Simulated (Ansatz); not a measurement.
Crystal: Pt.

```
Pt
1.0
    -1.58422    1.58422    1.58422
     1.58422   -1.58422    1.58422
     1.58422    1.58422   -1.58422
Pt
1
Direct
  0.00000 0.00000 0.00000
```

This isn't the form of Pt at room conditions, which is fcc.

Base run:

```yaml
Program: Ansatz 0.2.0
Functional: PBEsol
Potentials_or_basis: Ansatz PAW
Cutoff: "420 eV (not typed: the program's choice for these potentials)"
k_mesh: 9 × 9 × 9
Occupations: fermi-dirac, width 0.05 eV
Spin: spin-orbit coupling, no magnetisation
```

Its results: band gap on the k mesh none (metal or under the smearing width); pressure -11.0 GPa.

Task: The run is repeated on the same cell with these changes: functional from PBEsol to LDA. What comes out?

Result: Band gap on the k mesh none (metal or under the smearing width); pressure -15.9 GPa.

LDA binds more tightly than PBEsol, so the same cell stands under less pressure.

Caveats: the PAW data sets come from PBE, with cores solved anew for the run's functional, which leaves a small shift of forces and pressure; so large a pressure means that the cell lies far from this level's equilibrium, or that cutoff or potentials fall short (some runs).
